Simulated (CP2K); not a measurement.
## HfC in CP2K: the effect of functional

The system is HfC.

```
Hf C
1.0
     3.28805    0.00000    0.00000
     1.64402    2.84753    0.00000
     1.64402    0.94918    2.68468
Hf C
1 1
Direct
  0.50000 0.50000 0.50000
  0.00000 0.00000 0.00000
```

Alike in all runs:

```yaml
Program: CP2K 2026.2
Task: single point
Potentials_or_basis: POTENTIAL_UZH Hf GTH-PBE-q12, C GTH-PBE-q4; TZVP-MOLOPT-PBE-GTH basis
Density_cutoff: 9184 eV
k_mesh: 10 × 10 × 10
Occupations: fermi-dirac, width 0.05 eV
Spin: no spin polarisation
```

| functional | pressure (GPa) |
| --- | --- |
| LDA | -9.1 |
| PBEsol | -6.5 |
| OLYP | -5.4 |
| optB88-vdW | -1.0 |
| HLE16 | ? |
| TPSS | -1.3 |

Q: What does the run with functional HLE16 give?

A: Pressure -45.0 GPa.

Caveats: the potentials were made for another functional, which shifts forces and pressure; the basis of atomic orbitals isn't converged, which shifts pressures, moduli and gaps; the potentials were made for a functional far from this one (some runs); the cell as given lies far from equilibrium (some runs).

Runs at the PBE level aren't shown here.
